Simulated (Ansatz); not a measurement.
# CHF3 (trifluoromethane): where methods fail along a bond

CHF3 has 5 atoms, charge 0, and is taken as a singlet. As SMILES, `FC(F)F`. The coordinates come from a PBE0-D4/def2-TZVP relaxation.

```xyz
5

F    -0.6686   -0.3297    1.0792
C     0.0195    0.0564    0.0068
F     1.0474   -0.7738   -0.1575
F    -0.7726   -0.0351   -1.0594
H     0.3744    1.0822    0.1309
```

The F1–C2 distance is scanned; the parts on either side stay rigid. Basis STO-3G, 4 core orbitals frozen in the correlated methods; program Ansatz 0.2.0. FCI is exact within this basis and core. Energies in eV from each method's value at 1.331 Å; methods without a U are spin-restricted. The shape above is that at 1.331 Å.

| distance (Å) | HF | SVWN5 | PBE | BLYP | CCSDT(Q) | FCI |
| --- | --- | --- | --- | --- | --- | --- |
| 1.328 | 0.02 | 0.02 | 0.03 | 0.03 | 0.03 | 0.03 |
| 1.331 | 0.00 | 0.00 | 0.00 | 0.00 | 0.00 | 0.00 |
| 1.659 | 1.39 | 0.68 | 0.42 | 0.27 | 0.58 | 0.58 |
| 1.664 | 1.43 | 0.70 | 0.43 | 0.29 | 0.60 | 0.60 |
| 1.991 | 4.45 | 2.66 | 2.20 | 1.97 | 2.22 | 2.21 |
| 1.997 | 4.50 | 2.70 | 2.23 | 2.00 | 2.24 | 2.23 |
| 2.655 | 9.07 | 5.55 | 4.88 | 4.62 | 3.49 | 3.49 |
| 2.663 | 9.11 | 5.57 | 4.90 | 4.64 | 3.49 | 3.49 |
| 3.319 | 11.00 | 6.60 | 5.89 | 5.63 | 3.59 | 3.61 |
| 3.328 | 11.02 | 6.60 | 5.89 | 5.63 | 3.59 | 3.60 |

Departure from the FCI curve at its largest: HF +7.42 eV at 3.33 Å; SVWN5 +3.00 eV at 3.33 Å; PBE +2.29 eV at 3.33 Å; BLYP +2.03 eV at 3.33 Å; CCSDT(Q) -0.01 eV at 3.33 Å. Restricted functionals keep the electrons paired too, and rise too high. Restricted Hartree–Fock keeps the electrons paired, so it rises far too high as the bond breaks.
